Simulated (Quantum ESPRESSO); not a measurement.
The system is Au.

```
Au
1.0
     2.90000    0.00000    0.00000
    -1.45000    2.51147    0.00000
     0.00000    0.00000    4.88000
Au
2
Cartesian
  1.4500 0.8372 1.2200
  0.0000 1.6743 3.6600
```

This isn't the form of Au at room conditions, which is fcc.

Base run:

```yaml
Program: Quantum ESPRESSO 7.5
Functional: PBEsol
Potentials_or_basis: PseudoDojo 0.4 FR PBEsol standard
Cutoff: 1034 eV
Density_cutoff: 4136 eV
k_mesh: 11 × 11 × 6
Occupations: fermi-dirac, width 0.05 eV
Spin: spin-orbit coupling, no magnetisation
```

Its results: band gap on the k mesh none (metal or under the smearing width); pressure -7.8 GPa.

Task: The run is repeated on the same cell with these changes: potentials or basis from PseudoDojo 0.4 FR PBEsol standard to PseudoDojo 0.4.1 SR PBEsol standard; spin from spin-orbit coupling, no magnetisation to no spin polarisation. What comes out?

Result: Band gap on the k mesh none (metal or under the smearing width); pressure -6.8 GPa.

Caveats: spin-orbit coupling is left out, which moves the levels of the heavy elements (some runs).
